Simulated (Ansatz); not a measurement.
# A series in volume scale on Rh

All results are calculated (Ansatz 0.2.0). Periodic Kohn-Sham DFT of a crystal at fixed atoms, scaled to volume_scale times the given cell; pressure positive in compression, energy less spherical unpolarised free atoms, largest_vzz the field gradient of largest size among the nuclei.

The cell before it is scaled or strained (space group Fm-3m, No. 225):
```
Rh
1.0
      0.0000     1.9016     1.9016
      1.9016     0.0000     1.9016
      1.9016     1.9016     0.0000
Rh
1
Direct
  0.00000 0.00000 0.00000
```

Settings of every row: method frozen-core PAW; functional PBE; relativity scalar; k mesh 16x16x16; filling fermi-dirac; smearing width 0.08 eV; wave cutoff 420 eV; paw set soft_2.

Atom start moment: 0 on all atoms.

```
row  volume scale  V (Å³/atom)  pressure (GPa)
  1          0.94       12.928          26.714
  2          0.96       13.203               ?
  3          0.99       13.615           8.972
  4             1       13.752           6.019
  5          1.01        13.89            3.24
```

Question: what pressure should row 2 give?

Worked fit of pressure. Take u = (V_r/V)^(2/3) − 1 with V_r = 13.684 Å³ an atom, which is twice the finite (Eulerian) strain; such expansions in the strain, on which the Birch-Murnaghan equation of state is built, carry the rest volume and the bulk modulus. The shown rows have u = 0.03861, 0.00338, -0.0033, -0.00991. Least squares give pressure = 7.462 + 441.001 × u + 1492.57 × u² GPa; a straight line predicts inner rows, each left out in turn, worse (root mean square 0.39 against 0.0085 GPa). The rows lie off it by 0.000, 0.002, -0.004, 0.002. The withheld row has u = 0.02414, so the fit gives 7.462 + 441.001 × (0.02414) + 1492.57 × (0.02414)² = 18.978 GPa.

The calculation gave 18.973 GPa. The fit lies 0.005 GPa (0.021 % of the column's range) above it; its largest miss of a shown row is 0.004 GPa.
